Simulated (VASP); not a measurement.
Output of a VASP run:

File OUTCAR:
```
 ion  position               nearest neighbor table
   1  0.500  0.500  0.500-   3 3.00   4 3.00   5 3.00   3 3.00   4 3.00   4 3.00   5 3.00   4 3.00
                             3 3.00   5 3.00   3 3.00   5 3.00   2 3.68   2 3.68   2 3.68   2 3.68
   2  0.000  0.000  0.000-   3 2.12   4 2.12   5 2.12   5 2.12   3 2.12   4 2.12   1 3.68   1 3.68
                             1 3.68   1 3.68   1 3.68   1 3.68   1 3.68   1 3.68
   3  0.000  0.500  0.000-   2 2.12   2 2.12   1 3.00   1 3.00   1 3.00   1 3.00
   4  0.500  0.000  0.000-   2 2.12   2 2.12   1 3.00   1 3.00   1 3.00   1 3.00
   5  0.000  0.000  0.500-   2 2.12   2 2.12   1 3.00   1 3.00   1 3.00   1 3.00
  LATTYP: Found a simple cubic cell.
 ALAT       =     4.2462280000
 Subroutine PRICEL returns:
 Original cell was already a primitive cell.
 Subroutine GETGRP returns: Found 48 space group operations
The static configuration has the point symmetry O_h .
The dynamic configuration has the point symmetry O_h .
 Subroutine INISYM returns: Found 48 space group operations
 Subroutine IBZKPT returns following result:
 Found      4 irreducible k-points:

 Following reciprocal coordinates:
            Coordinates               Weight
  0.000000  0.000000  0.000000      1.000000
  0.500000  0.000000  0.000000      3.000000
  0.500000  0.500000  0.000000      3.000000
  0.500000  0.500000  0.500000      1.000000
 Subroutine IBZKPT_HF returns following result:
   k-points           NKPTS =      4   k-points in BZ     NKDIM =      4   number of bands    NBANDS=     25
   number of dos      NEDOS =    301   number of ions     NIONS =      5
   total plane-waves  NPLWV =  21952
   dimension x,y,z NGX =    28 NGY =   28 NGZ =   28
   dimension x,y,z NGXF=    56 NGYF=   56 NGZF=   56
   ions per type =               1   1   3
   PREC   = accura    normal or accurate (medium, high low for compatibility)
   ISTART =      0    job   : 0-new  1-cont  2-samecut
   ICHARG =      2    charge: 1-file 2-atom 10-const
   ISPIN  =      1    spin polarized calculation?
   LNONCOLLINEAR =      F non collinear calculations
   LSORBIT =      F    spin-orbit coupling
   INIWAV =      1    electr: 0-lowe 1-rand  2-diag
   ENCUT  =  400.0 eV  29.40 Ry    5.42 a.u.   6.92  6.92  6.92*2*pi/ulx,y,z
   NELM   =    100;   NELMIN=  2; NELMDL= -5     # of ELM steps
   EDIFF  = 0.1E-07   stopping-criterion for ELM
   LREAL  =      F    real-space projection
   NLSPLINE    = F    spline interpolate recip. space projectors
   LMAXMIX     =    4 max onsite mixed and CHGCAR
   VOSKOWN=      0    Vosko Wilk Nusair interpolation
   EDIFFG = 0.1E-06   stopping-criterion for IOM
   NSW    =      1    number of steps for IOM
   NBLOCK =      1;   KBLOCK =      1    inner block; outer block
   IBRION =      8    ionic relax: 0-MD 1-quasi-New 2-CG
   NFREE  =      0    steps in history (QN), initial steepest desc. (CG)
   ISIF   =      2    stress and relaxation
   ISYM   =      2    0-nonsym 1-usesym 2-fastsym
   TEIN   =    0.0    initial temperature
   TEBEG  =    0.0;   TEEND  =   0.0 temperature during run
   SMASS  =  -3.00    Nose mass-parameter (am)
   PSTRESS=    0.0 pullay stress
   NELECT =      42.0000    total number of electrons
   EFERMI =   0.00;   METHOD = LEGACY
   ISMEAR =     0;   SIGMA  =   0.05  broadening in eV -4-tet -1-fermi 0-gaus
   IALGO  =     38    algorithm
   LDIAG  =      T    sub-space diagonalisation (order eigenvalues)
   IMIX   =      4    mixing-type and parameters
     AMIX     =   0.40;   BMIX     =  1.00
     AMIX_MAG =   1.60;   BMIX_MAG =  1.00
     AMIN     =   0.10
   GGA     = PE    functional components
   VOSKOWN =     0    Vosko Wilk Nusair interpolation
   LHFCALC =     F    Hartree Fock is set to
   LHFONE  =     F    Hartree Fock one center treatment
   AEXX    =    0.0000 exact exchange contribution
   IVDW    =     0    specifies the selected vdW correction
   LEPSILON=     T    determine dielectric tensor
   LRPA    =     F    only Hartree local field effects (RPA)
  energy-cutoff  :      400.00
  volume of cell :       76.56
      direct lattice vectors                 reciprocal lattice vectors
     4.246228000  0.000000000  0.000000000     0.235503134  0.000000000  0.000000000
     0.000000000  4.246228000  0.000000000     0.000000000  0.235503134  0.000000000
     0.000000000  0.000000000  4.246228000     0.000000000  0.000000000  0.235503134
...
```

OSZICAR:
```
...
RMM:   9    -0.215729834655E+00   -0.43513E-06   -0.43047E-08   574   0.440E-04    0.741E-05
RMM:  10    -0.215729861225E+00   -0.26571E-07    0.97462E-09   600   0.163E-04    0.197E-05
RMM:  11    -0.215729869041E+00   -0.78159E-08   -0.53478E-09   629   0.769E-05    0.149E-05
 Linear response progress:
  Degree of freedom:   3/  4
       N       E                     dE             d eps       ncg     rms          rms(c)
RMM:   1    -0.369498979154E+00   -0.36950E+00    0.30317E-01   670   0.237E+00
RMM:   2    -0.368941308647E+00    0.55767E-03   -0.84665E-03   684   0.298E-01    0.129E-01
RMM:   3    -0.370377191036E+00   -0.14359E-02   -0.95935E-04   652   0.129E-01    0.698E-02
RMM:   4    -0.372235215202E+00   -0.18580E-02   -0.69507E-04   671   0.112E-01    0.192E-02
RMM:   5    -0.372192613749E+00    0.42601E-04   -0.52612E-05   692   0.310E-02    0.322E-03
RMM:   6    -0.372256031020E+00   -0.63417E-04   -0.73693E-06   746   0.851E-03    0.168E-03
RMM:   7    -0.372250010377E+00    0.60206E-05    0.51129E-06   746   0.337E-03    0.101E-03
RMM:   8    -0.372250881579E+00   -0.87120E-06   -0.34217E-06   743   0.139E-03    0.486E-04
RMM:   9    -0.372253753105E+00   -0.28715E-05    0.68256E-07   760   0.748E-04    0.171E-04
RMM:  10    -0.372254355063E+00   -0.60196E-06   -0.45990E-07   747   0.387E-04    0.131E-04
RMM:  11    -0.372254985533E+00   -0.63047E-06    0.53395E-07   737   0.279E-04    0.279E-05
RMM:  12    -0.372255227119E+00   -0.24159E-06   -0.10684E-07   814   0.160E-04    0.182E-05
RMM:  13    -0.372255308345E+00   -0.81227E-07    0.34992E-07   832   0.112E-04    0.114E-05
RMM:  14    -0.372255305987E+00    0.23581E-08   -0.11762E-08   767   0.960E-05    0.428E-06
 Linear response progress:
  Degree of freedom:   4/  4
       N       E                     dE             d eps       ncg     rms          rms(c)
RMM:   1    -0.364621539601E+00   -0.36462E+00    0.45692E-01   514   0.263E+00
RMM:   2    -0.365368916605E+00   -0.74738E-03   -0.95528E-03   498   0.315E-01    0.161E-01
RMM:   3    -0.366646281055E+00   -0.12774E-02   -0.15926E-03   484   0.182E-01    0.791E-02
RMM:   4    -0.368114198063E+00   -0.14679E-02   -0.84746E-04   500   0.135E-01    0.264E-02
RMM:   5    -0.368180956343E+00   -0.66758E-04   -0.50459E-05   520   0.314E-02    0.319E-03
RMM:   6    -0.368215701607E+00   -0.34745E-04   -0.25204E-06   560   0.584E-03    0.135E-03
RMM:   7    -0.368211123612E+00    0.45780E-05   -0.24988E-07   537   0.196E-03    0.321E-04
RMM:   8    -0.368211467383E+00   -0.34377E-06    0.21022E-08   553   0.604E-04    0.287E-04
RMM:   9    -0.368211581075E+00   -0.11369E-06   -0.42462E-06   534   0.339E-04    0.151E-04
RMM:  10    -0.368211380486E+00    0.20059E-06   -0.56940E-07   570   0.216E-04    0.866E-05
RMM:  11    -0.368211351329E+00    0.29157E-07   -0.81503E-07   544   0.115E-04    0.179E-05
RMM:  12    -0.368211349503E+00    0.18251E-08   -0.19659E-07   573   0.807E-05    0.611E-06
RMM:  13    -0.368211375788E+00   -0.26285E-07   -0.46302E-07   610   0.616E-05    0.255E-06
RMM:  14    -0.368211391971E+00   -0.16182E-07   -0.13135E-07   572   0.522E-05    0.183E-06
RMM:  15    -0.368211400499E+00   -0.85283E-08   -0.33886E-07   542   0.526E-05    0.118E-06
RMM:  16    -0.368211400778E+00   -0.27928E-09    0.60256E-09   432   0.496E-05    0.736E-07
 Linear response finished
```

OUTCAR:
```
------------------------ aborting loop because EDIFF is reached ----------------------------------------

 HEAD OF MICROSCOPIC STATIC DIELECTRIC TENSOR (INDEPENDENT PARTICLE, excluding Hartree and local field effects)
 ------------------------------------------------------
          56.285458    -0.000000    -0.000000
           0.000000    56.285458    -0.000000
           0.000000     0.000000    56.285458
 ------------------------------------------------------

 MACROSCOPIC STATIC DIELECTRIC TENSOR (including local field effects in DFT)
 ------------------------------------------------------
          54.459136     0.000000     0.000000
          -0.000000    54.459136    -0.000000
           0.000000     0.000000    54.459136
 ------------------------------------------------------

 PIEZOELECTRIC TENSOR (including local field effects)  for field in x, y, z        (e  Angst)
          XX          YY          ZZ          XY          YZ          ZX
  --------------------------------------------------------------------------------
  x     0.00000     0.00000     0.00000     0.00000     0.00000     0.00000
  y     0.00000     0.00000     0.00000     0.00000     0.00000     0.00000
  z     0.00000     0.00000     0.00000     0.00000     0.00000     0.00000

 PIEZOELECTRIC TENSOR (including local field effects)  for field in x, y, z        (C/m^2)
          XX          YY          ZZ          XY          YZ          ZX
  --------------------------------------------------------------------------------
  x     0.00000     0.00000     0.00000     0.00000     0.00000     0.00000
  y     0.00000     0.00000     0.00000     0.00000     0.00000     0.00000
  z     0.00000     0.00000     0.00000     0.00000     0.00000     0.00000

 BORN EFFECTIVE CHARGES (including local field effects) (in |e|, cummulative output)
 ---------------------------------------------------------------------------------
 ion    1
    1     2.44055    -0.00000     0.00000
    2    -0.00000     2.44055    -0.00000
    3     0.00000     0.00000     2.44055
 ion    2
    1     4.17065    -0.00000    -0.00000
    2     0.00000     4.17065    -0.00000
    3     0.00000     0.00000     4.17065
 ion    3
    1     1.18286    -0.00000     0.00000
    2     0.00000    -8.97691    -0.00000
    3     0.00000     0.00000     1.18286
 ion    4
    1    -8.97691     0.00000    -0.00000
    2     0.00000     1.18286     0.00000
    3     0.00000     0.00000     1.18286
 ion    5
    1     1.18286    -0.00000    -0.00000
    2     0.00000     1.18286    -0.00000
    3     0.00000     0.00000    -8.97691

   1 f  =   14.723832 THz    92.512567 2PiTHz  491.134179 cm-1    60.892850 meV
             X         Y         Z           dx          dy          dz
      2.123114  2.123114  2.123114     0.008130   -0.000035    0.000000
      0.000000  0.000000  0.000000     0.231022   -0.001000    0.000000
      0.000000  2.123114  0.000000     0.148853    0.004111    0.000000
      2.123114  0.000000  0.000000    -0.949858   -0.000644   -0.000000
      0.000000  0.000000  2.123114     0.148853   -0.000644   -0.000000

   2 f  =   14.723832 THz    92.512567 2PiTHz  491.134179 cm-1    60.892850 meV
             X         Y         Z           dx          dy          dz
      2.123114  2.123114  2.123114    -0.000000   -0.000000   -0.008130
      0.000000  0.000000  0.000000    -0.000000   -0.000000   -0.231025
      0.000000  2.123114  0.000000    -0.000000    0.000000   -0.148854
      2.123114  0.000000  0.000000     0.000000   -0.000000   -0.148854
      0.000000  0.000000  2.123114    -0.000000   -0.000000    0.949866

   3 f  =   14.723832 THz    92.512567 2PiTHz  491.134179 cm-1    60.892850 meV
...
```
(Selected blocks of OUTCAR.)

### POSCAR
```
BaSnO3
1
    4.2462280000     0.0000000000     0.0000000000
    0.0000000000     4.2462280000     0.0000000000
    0.0000000000     0.0000000000     4.2462280000
Ba Sn O
1 1 3
Direct
  0.5000000000   0.5000000000   0.5000000000
  0.0000000000   0.0000000000   0.0000000000
  0.0000000000   0.5000000000   0.0000000000
  0.5000000000   0.0000000000   0.0000000000
  0.0000000000   0.0000000000   0.5000000000
```

Question: Reconstruct the remaining input files.

Answer: One answer among several that fit: the input of the run itself, PBE GGA, plane waves, VASP's PBE PAW potentials (set 64).

### KPOINTS
```
Automatic mesh
0
Gamma
2 2 2
0 0 0
```

**INCAR**
```
SYSTEM  =  BaSnO3
PREC  =  Accurate; ENCUT  =  400; LREAL  =  .False.
LASPH  =  .True.
EDIFF  =  1E-8; NELM  =  100; ALGO  =  Normal
LMAXMIX  =  4
ISMEAR  =  0; SIGMA  =  0.05
GGA  =  PE
IBRION  =  8; NSW  =  1; ISIF  =  2
LWAVE  =  .False.; LCHARG  =  .False.
LEPSILON  =  .True.
```

POTCAR, in this order: Ba_sv Sn_d O (PBE.64 set). Program: vasp_std.

At this cut-off the stress carries a Pulay error, which pulls relaxed volumes low. The dielectric response may not be converged in the k-mesh; for small gaps it tends to come out too large.

The structure comes from a computed database's BaSnO3 entry; how it stands against other phases isn't given here. The cell was not relaxed at this level. The k-mesh is coarse (spacing up to 0.74 per Å, 2π included), so the numbers may not be converged in it. The run is one of a series of settings (EDIFF = 1E-8, IBRION = 8, LEPSILON = .TRUE., NSW = 1, KPOINTS 2×2×2 Γ-centred mesh against the base run), some of them coarse on purpose.
